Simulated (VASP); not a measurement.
**Al: relaxation of cell and atoms with PBE**

The system is Al.

```
CELL_PARAMETERS angstrom
0.00000 2.02481 2.02481
2.02481 0.00000 2.02481
2.02481 2.02481 0.00000
ATOMIC_POSITIONS crystal
Al 0.00000 0.00000 0.00000
```

```json
{
 "Program": "VASP 6.6.1",
 "Task": "relaxation of cell and atoms",
 "Functional": "PBE",
 "Potentials or basis": "VASP PAW PBE potentials, release 64 (Al)",
 "Cutoff": "600 eV",
 "k mesh": "16 × 16 × 16",
 "Occupations": "methfessel-paxton, width 0.1 eV",
 "Spin": "no spin polarisation",
 "Further INCAR settings": "ALGO = Normal; EDIFF = 1e-06; IBRION = 2; EDIFFG = -0.01; NSW = 90; ISIF = 3"
}
```

```
Relaxed volume                         : 16.48 Å³/atom
Relaxed cell                           : a = 2.856 Å, b = 2.856 Å, c = 2.856 Å, α = 60.00°, β = 60.00°, γ = 60.00°
Space group after relaxing (to 0.05 Å) : Fm-3m (No. 225)
Energy gained by relaxing              : 0.2 meV/atom
Ionic steps                            : 3
Pressure after relaxing                : 0.0 GPa
Band gap on the k mesh                 : none (metal or under the smearing width)
```

Step by step:
```
step  energy change (eV)  largest force (eV/Å)  pressure (GPa)  volume (Å³)
   1              0.0000                0.0000           -0.60        16.60
   2             -0.0002                0.0000            0.11        16.45
   3             -0.0002                0.0000            0.01        16.48
```

Final structure:
```
Al
1.0
     0.00000    2.01964    2.01964
     2.01964    0.00000    2.01964
     2.01964    2.01964    0.00000
Al
1
Direct
  0.00000 0.00000 0.00000
```

Levels at points of the mesh, in eV from the Fermi level:
| k point | band 1 | band 2 | band 3 | band 4 | band 5 |
| --- | --- | --- | --- | --- | --- |
| (0.00, 0.00, 0.00) | -11.19 | 12.59 | 12.59 | 12.59 | 14.09 |
| (0.50, 0.00, 0.00) | -4.64 | -4.42 | 11.38 | 11.38 | 11.43 |
| (0.50, 0.50, 0.00) | -2.97 | -1.64 | 5.22 | 5.56 | 5.56 |

Wall time 4.4 s on 2 MPI ranks on Intel(R) Xeon(R) 6975P-C (Granite Rapids), on a shared host, peak memory 0.13 GiB a rank.
